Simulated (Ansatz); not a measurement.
## Ca₄F and its competing phases

These are results of Ansatz 0.2.0, DFT PBE, scalar-relativistic, plane waves, PAW, not measurements. All cells share a 420 eV cutoff and Γ-centred k meshes spaced at most about 0.3 Å⁻¹ (about 0.25 or finer for metals, 2π included). No spin polarisation.

Formation energies are uncorrected and refer to the elements' standard structures at the same level (F₂ as a molecule).

Temperature and zero-point effects are left out. A magnetic state wasn't ruled out in cells without spin, among them Ca4F F-43m.

The competitors are the elements and 1 reference phase of this chemical system (from databases or known types: CaF2), relaxed at the same level; other known phases may be missing.

The candidate was reached from: random cell.

```yaml
crystal:
  lattice:
    - [0.00000, 5.37252, 5.37252]
    - [5.37252, 0.00000, 5.37252]
    - [5.37252, 5.37252, 0.00000]
  atoms:
    - { symbol: Ca, position: [0.88340, 0.37220, 0.37220] }
    - { symbol: Ca, position: [0.37220, 0.88340, 0.37220] }
    - { symbol: Ca, position: [0.37220, 0.37220, 0.88340] }
    - { symbol: Ca, position: [0.37220, 0.37220, 0.37220] }
    - { symbol: F, position: [0.50000, 0.50000, 0.50000] }
```

Problem. Where does it stand against these competitors?

Solution. Not stable. Its formation energy is -0.428 eV/atom. The lowest competing mixture at this composition is this:

| phase | space group | source | share of atoms | ΔE_f (eV/atom) |
| --- | --- | --- | --- | --- |
| Ca | - | element | 0.7000 | 0.000 |
| CaF2 | Fm-3m (No. 225) | Materials Project | 0.3000 | -3.921 |

The mixture lies at -1.176 eV/atom, and the candidate lies 0.75 eV/atom above it. The candidate matches no cell in the subsets of the Crystallography Open Database and the Materials Project at hand. A phase this far over the hull is unlikely to be made.
